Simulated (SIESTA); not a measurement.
Crystal: SiC (Moissanite).

```xyz
4
Lattice="3.0760 0.0000 0.0000 -1.5380 2.6639 0.0000 0.0000 0.0000 5.0480" Properties=species:S:1:pos:R:3 pbc="T T T"
Si    1.5380    0.8880    2.5240
Si    0.0000    1.7759    0.0000
C     1.5380    0.8880    4.4675
C     0.0000    1.7759    1.9435
```

Base run:

* Program: SIESTA 5.4.2
* Functional: PBE
* Potentials or basis: PseudoDojo 0.4 standard (PBE files)
* Basis: DZ (energy shift 0.002 Ry)
* Grid cutoff: 500 Ry
* Energy shift: 0.002 Ry
* k mesh: 10 × 10 × 5
* Occupations: fermi-dirac, width 0.05 eV
* Spin: no spin polarisation

Its results: band gap on the k mesh 2.93 eV, indirect (least direct gap 4.67 eV); pressure 21.2 GPa; largest force 0.920 eV/Å.

**Question.** The run is repeated on the same cell with these changes: basis from DZ (energy shift 0.002 Ry) to TZ (energy shift 0.002 Ry). What comes out?

**Answer.** Band gap on the k mesh 3.04 eV, indirect (least direct gap 4.51 eV); pressure 13.6 GPa; largest force 0.997 eV/Å.

Caveats: the basis has no polarisation orbitals; the basis of atomic orbitals isn't converged, which shifts pressures, moduli and gaps; so large a pressure means that the cell lies far from this level's equilibrium, or that cutoff or potentials fall short (some runs).

Not every run made on this cell is shown here.
